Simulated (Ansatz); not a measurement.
## HfB, space group Fm-3m: a charge-density difference against the sublattices, step by step

With Ansatz 0.2.0 through its Python package.

Run as a notebook:

```python
import warnings

import ansatz as az
import numpy as np
```

```python
VECTORS = np.array([
    [0.0, 2.31, 2.31],
    [2.31, 0.0, 2.31],
    [2.31, 2.31, 0.0],
])
SITES = [
    ('Hf', (0.5, 0.5, 0.5)),
    ('B', (0.0, 0.0, 0.0)),
]
```

```python
def make_crystal(cell):
    crystal = az.Crystal(lattice=az.Lattice.of(cell))
    for symbol, position in SITES:
        crystal = crystal.atom(symbol, position)
    return crystal
```

```python
warnings.simplefilter('ignore', az.DeckWarning)
```

```python
# one cutoff and one grid for all runs, so that the fields can be subtracted
def solve(crystal):
    return (
        crystal.calculation()
        .functional('PBEsol')
        .occupations('methfessel_paxton')
        .basis(460, grid_basis='typed')
        .kpoints(11, 11, 11)
        .density()
        .run(threads=1)
    )
```

```python
whole = solve(make_crystal(VECTORS))
difference = whole.density().channels[0].density_e_per_ang3.copy()
binding = whole.report['free_energy_ev']
for element in ['Hf', 'B']:
    part = az.Crystal(lattice=az.Lattice.of(VECTORS))
    for symbol, position in SITES:
        if symbol == element:
            part = part.atom(symbol, position)
    alone = solve(part)
    difference -= alone.density().channels[0].density_e_per_ang3
    binding -= alone.report['free_energy_ev']
    print(f'{element} sublattice: {alone.report["n_electrons"]:g} electrons, {alone.report["n_iterations"]} iterations')
```

    Hf sublattice: 26 electrons, 5 iterations
    B sublattice: 3 electrons, 6 iterations

```python
voxel = abs(np.linalg.det(VECTORS)) / difference.size
print(f'energy of the crystal less its unpolarised sublattices: {binding / len(SITES):.4f} eV/atom')
print(f'net charge of the difference {difference.sum() * voxel:.5f} e, charge rearranged {0.5 * np.abs(difference).sum() * voxel:.3f} e')
print(f'extremes {difference.min():.4f} and {difference.max():.4f} e/A^3')
for (symbol, position) in SITES:
    index = tuple(int(round(p * n)) % n for p, n in zip(position, difference.shape))
    print(f'  change of the pseudo-density at the grid point nearest {symbol}: {difference[index]:+.4f} e/A^3')
profile = difference.mean(axis=(0, 1))
print('planar mean along the third vector:', np.round(profile[:: max(len(profile) // 12, 1)], 4))
```

    energy of the crystal less its unpolarised sublattices: -2.8330 eV/atom
    net charge of the difference -0.00000 e, charge rearranged 0.495 e
    extremes -0.1428 and 0.1035 e/A^3
      change of the pseudo-density at the grid point nearest Hf: -0.0620 e/A^3
      change of the pseudo-density at the grid point nearest B: -0.1428 e/A^3
    planar mean along the third vector: [ 0.0085  0.0114  0.0128  0.0086 -0.0015 -0.0199 -0.0314 -0.0199 -0.0015
      0.0086  0.0128  0.0114]

Notes:
- For a metal this k-point mesh is coarse: on a finer one energies can move by several to tens of meV an atom and pressures by half a GPa or more, differences at one mesh by less.
- Spin-orbit coupling, which matters for elements this heavy, is left out.
- Grid values close to the nuclei reflect the PAW or pseudopotential construction, not the all-electron fields.
- The structure is a deposited one; some such entries were measured under pressure or heat, so a shift against it needn't be the functional's error alone.
- Charge moved counts every rearrangement, bonding and polarisation too, and is no transfer between atoms; the bare sublattices are artificial references. Values near the nuclei depend on the potentials.
- Timing: 3.5 s on 1 thread of Arm Neoverse V1, with other jobs on the host, peak memory 0.37 GiB.
